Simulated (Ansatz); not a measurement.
# KCl (Sylvite) (P1) in Ansatz: convergence with k mesh

Aim: find how far k mesh must go before the results for KCl (Sylvite) settle, at PBE. This setting moves, with any that are tied to it; all else stays.

All numbers are computed with Ansatz 0.2.0; they aren't measurements. Logs are shortened: lines on timing, memory, paths and dates and some standing lists are left out, and cuts for length are marked.

## (1) The cell of the first run

The typed cell holds 2 atoms: a = 4.450 Å, b = 4.450 Å, c = 4.450 Å, α = 60.00°, β = 60.00°, γ = 60.00°.

The cell isn't the ideal one: atoms moved at random, drawn with an rms of 0.05 Å.

## (2) With k mesh 2 × 2 × 2

input.yaml

```yaml
crystal:
  lattice:
    - [0.0, 3.14647, 3.14647]
    - [3.14647, 0.0, 3.14647]
    - [3.14647, 3.14647, 0.0]
  atoms:
    - { symbol: K, position: [-0.011176, 0.011859, -0.001972] }
    - { symbol: Cl, position: [0.483026, 0.502097, 0.505637] }
hamiltonian:
  xc: pbe
  pseudopotentials: { kind: nc, accuracy: standard }
kpoints:
  mp_grid: { grid: [2, 2, 2] }
scf:
  occupations: { method: methfessel_paxton, width: 0.05 }
output:
  forces: true
  stress: true
  eigenvalues: true
```

Potentials or basis: PseudoDojo standard (PBE files).

Started as:

```
ansatz run input.yaml --threads 2 --pin off --max-ram 5632MiB --backend cpu --events-out ev --progress --plain --runs-dir out
```

The program printed:

```text
Warning: RAYON_NUM_THREADS=2 ignored (pool sized by the plan → 2); use --threads N
Engine: ansatz 0.2.0, x86_64-unknown-linux-gnu
Pseudopotentials: kind: nc
Pseudopotential: K, nc, valence charge 9, recommended cutoff 1006.821291 eV (normal), K.nc.azcp (PseudoDojo's, or run here from an input of PseudoDojo's; its table is named by hamiltonian.pseudopotentials.accuracy)
Pseudopotential: Cl, nc, valence charge 7, recommended cutoff 789.130201 eV (normal), Cl.nc.azcp (PseudoDojo's, or run here from an input of PseudoDojo's; its table is named by hamiltonian.pseudopotentials.accuracy)
Functional definition: PBE
  parameter kappa = 0.804
  parameter beta = 0.06672455060314922
  exchange = pbe_x(kappa = kappa, mu = beta*pi^2/3)
  correlation = pbe_c(beta = beta)
Crystal: 2 atoms, lattice volume = 62.302 Å³
Basis set: ecut = 1006.821291 eV, 4573 PW (Γ), exchange–correlation on 96×96×96 points (8 copies of the dense FFT grid, shifted against one another)
Bands: 12, of which v1, the nominal top of the filled ones, is band 8 counted from 1 (7 counted from 0)
Symmetry: 1 space group operations
Space group: P1 (ITA 1), of the structure as read, at distance tolerance 4.0e-5 Å
k-points: 8
Non-local potential: K, projectors of the file, l = 0: 2, l = 1: 2, l = 2: 2
Non-local potential: Cl, projectors of the file, l = 0: 2, l = 1: 2, l = 2: 2
Initial density: superposition of atomic densities (chi_scale 0.1, normalization cell, long waves kept (reshape's long-wave potential 0.00 eV rms))
Initial wavefunctions: pseudopotential atomic-orbital guess
Functional: x = pbe(κ = 0.804, μ = 0.2195149727645171), c = pbe(β = 0.06672455060314922)
SCF iter   1: F=—  HF=-1268.699435 eV  |F-HF|=—  |Δ(HF+E_count)|=         —  Δρ=4.40e-2  dr2=1.78e0  ethr=3.10e-3  ⟨swp⟩=8.9  Hψ=835  notcnv=0
preconditioner: auto → none  [insulator: Δε(μ)=3.855 eV  Ē_g=15.107 eV  σ=0.050 eV  W_gap=1.00  n_scr=14 (ndim 8)  ℏωp=17.6 eV  f_vac=0.000  D(μ)=0.00/eV (n_scr^D=0)  ε∞_Penn≈2.4]
SCF iter   2: F=—  HF=-1267.936143 eV  |F-HF|=—  |Δ(HF+E_count)|=   7.63e-1  S|Δr|=    0.00e0  Δρ=9.71e-3  dr2=8.92e-2  ethr=3.10e-3  ⟨swp⟩=4.0  Hψ=308  notcnv=0
SCF iter   3: F=—  HF=-1267.928390 eV  |F-HF|=—  |Δ(HF+E_count)|=   7.75e-3  S|Δr|=    0.00e0  Δρ=4.46e-3  dr2=1.13e-2  ethr=5.58e-4  ⟨swp⟩=4.0  Hψ=198  notcnv=0
SCF iter   4: F=—  HF=-1267.934088 eV  |F-HF|=—  |Δ(HF+E_count)|=   5.70e-3  S|Δr|=    0.00e0  Δρ=1.12e-3  dr2=9.72e-4  ethr=7.09e-5  ⟨swp⟩=2.5  Hψ=154  notcnv=0
SCF iter   5: F=—  HF=-1267.934976 eV  |F-HF|=—  |Δ(HF+E_count)|=   8.88e-4  S|Δr|=    0.00e0  Δρ=1.35e-4  dr2=1.01e-5  ethr=6.08e-6  ⟨swp⟩=3.0  Hψ=188  notcnv=0
SCF iter   6: F=—  HF=-1267.934959 eV  |F-HF|=—  |Δ(HF+E_count)|=   1.65e-5  S|Δr|=    0.00e0  Δρ=2.45e-5  dr2=4.56e-7  ethr=6.28e-8  ⟨swp⟩=2.0  Hψ=149  notcnv=0
SCF iter   7: F=-1267.934959 eV  HF=-1267.934959 eV  |F-HF|=3.21e-8  |Δ(HF+E_count)|=   8.80e-8  S|Δr|=    0.00e0  Δρ=7.61e-6  dr2=4.29e-8  ethr=6.25e-10  ⟨swp⟩=10.5  Hψ=721  notcnv=0
SCF 1 converged in 7 iterations: F = -1267.934959 eV  dr2 = 4.29e-8
SCF converged after 7 iterations
Stability not checked: this state was not tested for a lower state beside it, because cold or Methfessel-Paxton smearing, or corrected tetrahedra, fill the levels in a way that the test cannot read (fill_not_monotonic; see scf.lower_state_search)
Free energy (F): -1267.934959 eV
Harris-Foulkes:  -1267.934959 eV  (|F-HF|=3.21e-8)
Internal energy: -1267.934959 eV  (E = F + TS)
E sigma→0 (E₀):  -1267.934959 eV
Fermi energy:    3.547606 eV
Step filling:    the computed levels leave a gap of 5.1561 eV = 103.1 smearing widths at the electron count; against every level under it full and every level over it empty, smearing changes F+E_penalty+E_count by +0.00e0 meV and its σ→0 estimate by +0.00e0 meV
--- Per-component energies (eV) ---
  E_band       = -130.302491
  E_kinetic    = 433.579372
  E_local      = -1010.999893  (includes V_loc(G=0)·N_el)
  E_nonlocal   = 175.173605
  E_hartree    = 271.033721
  E_xc         = -297.776660
  E_vxc        = -270.119357  (∫ρ·V_xc dr)
  E_ewald      = -838.945105
  E_smearing   = -0.000000  (= −TS)
  E_closure    = -0.000000  (closes the sum)
  Σ components = -1267.934959   (vs F -1267.934959, Δ=0.00e0)
--- Forces (eV/Å), atoms counted from 1 ---
  atom   1  K     -0.00800307     0.00672524    -0.05858732
  atom   2  Cl     0.00799085    -0.00672462     0.05852223
  max |Σ_I F_I| component: 6.51e-5 eV/Å
--- Stress (GPa, compression-positive) ---
        1.130425       0.000185      -0.001598
        0.000185       1.130074       0.001344
       -0.001598       0.001344       1.191514
  P = ⅓ Tr σ = 1.1507 GPa (11.507 kbar)
--- Band table (eV; the first three rows and the last of 8) ---
  k-point 0: bands = ["-26.3108", "-11.1374", "-9.7700", "-9.7699", "-9.7695", "0.9692", "0.9692", "0.9693", "6.1254", "9.2829", "9.2842", "9.2849"]
  k-point 1: bands = ["-26.3002", "-11.3382", "-9.7796", "-9.7793", "-9.5123", "-0.0910", "0.6422", "0.6426", "8.5190", "9.5406", "11.3966", "11.4022"]
  k-point 2: bands = ["-26.3002", "-11.3380", "-9.7796", "-9.7793", "-9.5125", "-0.0910", "0.6421", "0.6422", "8.5196", "9.5419", "11.3977", "11.4039"]
  k-point 7: bands = ["-26.3002", "-11.3382", "-9.7796", "-9.7793", "-9.5123", "-0.0910", "0.6422", "0.6426", "8.5191", "9.5408", "11.3967", "11.4025"]
```

It took 0.43 s on 2 threads of Intel Xeon 6975P-C (Granite Rapids), shared host; peak memory 0.39 GiB.

Results:

```
Free energy            : -1267.9350 eV
Pressure               : 1.2 GPa
Largest force          : 0.060 eV/Å
Band gap on the k mesh : 5.16 eV, direct
```

## (3) With k mesh 3 × 3 × 3

Changes to input.yaml since step 2:

```diff
@@ -12,3 +12,3 @@
 kpoints:
-  mp_grid: { grid: [2, 2, 2] }
+  mp_grid: { grid: [3, 3, 3] }
 scf:
```

Potentials or basis: PseudoDojo standard (PBE files).

Started as:

```
ansatz run input.yaml --threads 2 --pin off --max-ram 5632MiB --backend cpu --events-out ev --progress --plain --runs-dir out
```

Wall time 0.88 s (2 threads of Intel Xeon 6975P-C (Granite Rapids), shared host); peak memory 0.4 GiB.

What came out:

* Free energy: -1268.0029 eV
* Pressure: 0.8 GPa
* Largest force: 0.066 eV/Å
* Band gap on the k mesh: 5.19 eV, direct

## (4) With k mesh 4 × 4 × 4

Changes to input.yaml since step 3:

```diff
@@ -12,3 +12,3 @@
 kpoints:
-  mp_grid: { grid: [3, 3, 3] }
+  mp_grid: { grid: [4, 4, 4] }
 scf:
```

Started as:

```
ansatz run input.yaml --threads 2 --pin off --max-ram 5632MiB --backend cpu --events-out ev --progress --plain --runs-dir out
```

Wall time 1.9 s (2 threads of Intel Xeon 6975P-C (Granite Rapids), shared host); peak memory 0.43 GiB.

Results:

```
Free energy            : -1268.0057 eV
Pressure               : 0.8 GPa
Largest force          : 0.066 eV/Å
Band gap on the k mesh : 5.19 eV, direct
```

## (5) With k mesh 5 × 5 × 5

Changes to input.yaml since step 4:

```diff
@@ -12,3 +12,3 @@
 kpoints:
-  mp_grid: { grid: [4, 4, 4] }
+  mp_grid: { grid: [5, 5, 5] }
 scf:
```

Started as:

```
ansatz run input.yaml --threads 2 --pin off --max-ram 5632MiB --backend cpu --events-out ev --progress --plain --runs-dir out
```

Run time: 3.4 s. Hardware: 2 threads of Intel Xeon 6975P-C (Granite Rapids), shared host; peak memory 0.47 GiB.

Results:

```
Free energy            : -1268.0059 eV
Pressure               : 0.8 GPa
Largest force          : 0.066 eV/Å
Band gap on the k mesh : 5.19 eV, direct
```

## (6) With k mesh 7 × 7 × 7

Changes to input.yaml since step 5:

```diff
@@ -12,3 +12,3 @@
 kpoints:
-  mp_grid: { grid: [5, 5, 5] }
+  mp_grid: { grid: [7, 7, 7] }
 scf:
```

Potentials or basis: PseudoDojo standard (PBE files).

Started as:

```
ansatz run input.yaml --threads 2 --pin off --max-ram 5632MiB --backend cpu --events-out ev --progress --plain --runs-dir out
```

Wall time 8.9 s (2 threads of Intel Xeon 6975P-C (Granite Rapids), shared host); peak memory 0.66 GiB.

Results (log left out):

```
Free energy            : -1268.0059 eV
Pressure               : 0.8 GPa
Largest force          : 0.066 eV/Å
Band gap on the k mesh : 5.19 eV, direct
```

## (7) With k mesh 8 × 8 × 8

Changes to input.yaml since step 6:

```diff
@@ -12,3 +12,3 @@
 kpoints:
-  mp_grid: { grid: [7, 7, 7] }
+  mp_grid: { grid: [8, 8, 8] }
 scf:
```

Started as:

```
ansatz run input.yaml --threads 2 --pin off --max-ram 5632MiB --backend cpu --events-out ev --progress --plain --runs-dir out
```

It took 13 s on 2 threads of Intel Xeon 6975P-C (Granite Rapids), shared host; peak memory 0.81 GiB.

Results (log left out):

```
Free energy            : -1268.0059 eV
Pressure               : 0.8 GPa
Largest force          : 0.066 eV/Å
Band gap on the k mesh : 5.19 eV, direct
```

## (8) With k mesh 10 × 10 × 10

Changes to input.yaml since step 7:

```diff
@@ -12,3 +12,3 @@
 kpoints:
-  mp_grid: { grid: [8, 8, 8] }
+  mp_grid: { grid: [10, 10, 10] }
 scf:
```

Started as:

```
ansatz run input.yaml --threads 2 --pin off --max-ram 5632MiB --backend cpu --events-out ev --progress --plain --runs-dir out
```

Run time: 26 s. Hardware: 2 threads of Intel Xeon 6975P-C (Granite Rapids), shared host; peak memory 1.2 GiB.

The run converged. Its results:

```yaml
Free_energy: -1268.0059 eV
Pressure: 0.8 GPa
Largest_force: 0.066 eV/Å
Band_gap_on_the_k_mesh: 5.19 eV, direct
```

## (9) With k mesh 12 × 12 × 12

Changes to input.yaml since step 8:

```diff
@@ -12,3 +12,3 @@
 kpoints:
-  mp_grid: { grid: [10, 10, 10] }
+  mp_grid: { grid: [12, 12, 12] }
 scf:
```

Potentials or basis: PseudoDojo standard (PBE files).

Started as:

```
ansatz run input.yaml --threads 2 --pin off --max-ram 5632MiB --backend cpu --events-out ev --progress --plain --runs-dir out
```

Wall time 44 s (2 threads of Intel Xeon 6975P-C (Granite Rapids), shared host); peak memory 1.8 GiB.

Results (log left out):

| Property | Result |
| --- | --- |
| Free energy | -1268.0059 eV |
| Pressure | 0.8 GPa |
| Largest force | 0.066 eV/Å |
| Band gap on the k mesh | 5.19 eV, direct |

## (10) Result

```tsv
k mesh	energy less the tightest run, at zero smearing (meV/atom)	pressure (GPa)	largest force (eV/Å)	gap on the mesh (eV)	SCF cycles	CPU time (s)	peak memory (GiB)
2 × 2 × 2	35.48	1.15	0.060	5.156	7	0.79	0.39
3 × 3 × 3	1.50	0.78	0.066	5.188	7	1.7	0.4
4 × 4 × 4	0.10	0.76	0.066	5.190	7	3.7	0.43
5 × 5 × 5	0.01	0.76	0.066	5.190	7	6.7	0.47
7 × 7 × 7	0.00	0.76	0.066	5.190	7	18	0.66
8 × 8 × 8	0.00	0.76	0.066	5.190	7	27	0.81
10 × 10 × 10	0.00	0.76	0.066	5.190	7	51	1.2
12 × 12 × 12	0.00	0.76	0.066	5.190	7	87	1.8
```

Against the tightest run, the energy stays within 1 meV/atom from 4 × 4 × 4 on; the pressure stays within 0.1 GPa from 3 × 3 × 3 on; the largest force stays within 0.005 eV/Å from 3 × 3 × 3 on; the gap on the mesh stays within 0.01 eV from 3 × 3 × 3 on. Meshes of other sizes hit other points, so gaps and Fermi surfaces needn't settle smoothly. The tightest run that finished is the yardstick and may itself not be fully converged.
